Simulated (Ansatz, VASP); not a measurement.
**C in VASP and in Ansatz**

```xyz
4
Lattice="1.2856 -2.1747 0.0000 1.2856 2.1747 0.0000 0.0000 0.0000 4.0579" Properties=species:S:1:pos:R:3 pbc="T T T"
C     1.2856    0.7609    2.0385
C     1.2856   -0.7609    0.0095
C     1.2856    0.7061    3.5875
C     1.2856   -0.7061    1.5586
```

Alike in both runs: task single point; functional PBE; k mesh 8 × 8 × 4; occupations gaussian, width 0.1 eV; no spin polarisation.

|  | VASP | Ansatz |
| --- | --- | --- |
| version | VASP 6.6.1 | Ansatz 0.2.0 |
| potentials or method | VASP PAW PBE potentials, release 64 (C) | scalar-relativistic, plane waves, PAW |
| plane-wave cutoff (eV) | 520 | 420 |
| valence electrons in the cell | 16 | 16 |

```csv
,VASP,Ansatz,Ansatz less VASP
gap on the k mesh at the Fermi level (eV),3.27,3.28,+0.008
least direct gap on the mesh (eV),4.58,4.59,+0.008
pressure (GPa),4.5,3.9,-0.68
largest component of the traceless stress (GPa),34.88,34.84,-0.037
rms of the force components (eV/Å),0.658,0.661,+0.0028
```

Atom by atom the forces differ by 0.003 eV/Å (rms over components).

Caveats: forces of over 1 eV/Å show positions far from the minimum, so gaps and moduli don't describe the material at rest.
